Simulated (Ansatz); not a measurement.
Here is an Ansatz 0.2.0 calculation.

The input input.yaml:

```yaml
crystal:
  lattice:
    - [3.095, 0.0, 0.0]
    - [-1.5475, 2.6803486247, 0.0]
    - [0.0, 0.0, 15.17]
  atoms:
    - { symbol: Si, position: [0.6666666667, 0.3333333333, 0.4583] }
    - { symbol: Si, position: [0.3333333333, 0.6666666667, 0.9583] }
    - { symbol: Si, position: [0.6666666667, 0.3333333333, 0.7917] }
    - { symbol: Si, position: [0.3333333333, 0.6666666667, 0.2917] }
    - { symbol: Si, position: [0.0, 0.0, 0.625] }
    - { symbol: Si, position: [0.0, 0.0, 0.125] }
    - { symbol: C, position: [0.6666666667, 0.3333333333, 0.3333] }
    - { symbol: C, position: [0.3333333333, 0.6666666667, 0.8333] }
    - { symbol: C, position: [0.6666666667, 0.3333333333, 0.6667] }
    - { symbol: C, position: [0.3333333333, 0.6666666667, 0.1667] }
    - { symbol: C, position: [0.0, 0.0, 0.5] }
    - { symbol: C, position: [0.0, 0.0, 0.0] }
hamiltonian:
  xc: pbesol
  pseudopotentials: { kind: paw }
kpoints:
  mp_grid: { grid: [10, 10, 2] }
  band_path:
    path:
      - [[0.0, 0.0, 0.0], [0.5, 0.0, 0.0], [0.3333333333, 0.3333333333, 0.0], [0.0, 0.0, 0.0], [0.0, 0.0, 0.5], [0.5, 0.0, 0.5], [0.3333333333, 0.3333333333, 0.5], [0.0, 0.0, 0.5]]
      - [[0.5, 0.0, 0.5], [0.5, 0.0, 0.0]]
      - [[0.3333333333, 0.3333333333, 0.0], [0.3333333333, 0.3333333333, 0.5]]
    npoints: 10
scf:
  occupations: { method: fermi_dirac, width: 0.05 }
  n_extra_bands: 30
output:
  forces: true
  stress: true
  eigenvalues: true
  fatbands: false
```

Potentials or basis: Ansatz PAW.

Run with:

```console
$ ansatz run input.yaml --threads 4 --pin off --max-ram 11264MiB --backend cpu --events-out ev --progress --plain --runs-dir out
```

Q: Estimate the largest force.

A: 0.143 eV/Å.

Q: Estimate the band gap on the k mesh.

A: 1.92 eV, indirect (least direct gap 3.02 eV).

Q: Estimate the pressure.

A: -3.2 GPa.

Q: Predict the band gap along the path.

A: 1.91 eV, indirect (least direct gap 3.02 eV).

Stress tensor (GPa, compression positive):
```
-3.41  0.00  0.00
 0.00 -3.41  0.00
 0.00  0.00 -2.64
```

Caveat: the PAW data sets come from PBE, with cores solved anew for the run's functional, which leaves a small shift of forces and pressure. PBEsol gaps usually lie below the measured ones, often by a third to a half.
